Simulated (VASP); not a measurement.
Runs of VASP 6.6.1 on NaF (Villiaumite). The structure is cubic, space group Fm-3m (No. 225). The conventional cell has a = 4.640 Å, b = 4.640 Å, c = 4.640 Å, α = 90.00°, β = 90.00°, γ = 90.00°. Na (site symmetry m-3m) has 6 F at 2.32 Å as nearest neighbours. F (site symmetry m-3m) has 6 Na at 2.32 Å as nearest neighbours. 

```tsv
task	level	potentials or basis	k mesh	cutoff (eV)	smearing	ladder	GW scheme	GW iterations	cutoff of the response function	frequency points	gap on the mesh (eV)	pressure (GPa)
single point	PBE	VASP PAW PBE potentials, release 64 (Na_pv, F)	10 × 10 × 10	520	fermi-dirac 0.05 eV	-	-	-	-	-	6.28	1.8
single point	PBEsol	VASP PAW PBE potentials, release 64 (Na_pv, F)	10 × 10 × 10	520	fermi-dirac 0.05 eV	free	-	-	-	-	6.14	(a)
band structure	r2SCAN	VASP PAW PBE potentials, release 64 (Na_pv, F)	10 × 10 × 10	520	gaussian 0.02 eV	free	-	-	-	-	7.15	(b)
single point	PBEsol	VASP PAW PBE potentials, release 64 (Na_sv_GW, F_GW)	10 × 10 × 10	550	gaussian 0.05 eV	-	-	-	-	-	6.20	-
band structure	TB-mBJ	VASP PAW PBE potentials, release 64 (Na_pv, F)	10 × 10 × 10	520	gaussian 0.02 eV	free	-	-	-	-	11.05	-
```

Alike in all rows: no spin polarisation; cell as given.

Question: Fill in the values left out.

Answer: (a) -0.3; (b) -2.0.

Caveats: the PAW data sets were made with another functional, which shifts forces and pressure a little (some runs); the cutoff is under 1.25 times the usual one of these potentials, so pressure, stress and relaxed cells hold a basis-set (Pulay) error (some runs).

A k mesh can miss the band edges.

Not every run made on this cell is shown here.
